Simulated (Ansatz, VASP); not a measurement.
# One calculation of Ti, two programs

```
Ti
1.0
     0.00000    2.05671    2.05671
     2.05671    0.00000    2.05671
     2.05671    2.05671    0.00000
Ti
1
Direct
  0.00000 0.00000 0.00000
```

Change from the starting cell: volume scaled by 1.04.

Alike in both runs: task single point; functional PBE; k mesh 11 × 11 × 11; occupations fermi-dirac, width 0.05 eV; no spin polarisation.

```csv
,VASP,Ansatz
version,VASP 6.6.1,Ansatz 0.2.0
potentials or method,"VASP PAW PBE potentials, release 64 (Ti_sv), cutoff 520 eV","all-electron LAPW, scalar-relativistic"
```

Ansatz gave:

| Item | Value |
| --- | --- |
| gap on the k mesh at the Fermi level (eV) | none |
| pressure (GPa) | -0.3 |

Task: What did VASP give for the same quantities?

Result: gap on the k mesh at the Fermi level (eV): none; pressure (GPa): -0.5.

A gap of «none» marks a metal or a gap that the smearing closes. Ansatz ran all-electron here, so the differences hold the error of VASP's frozen core and of both bases.
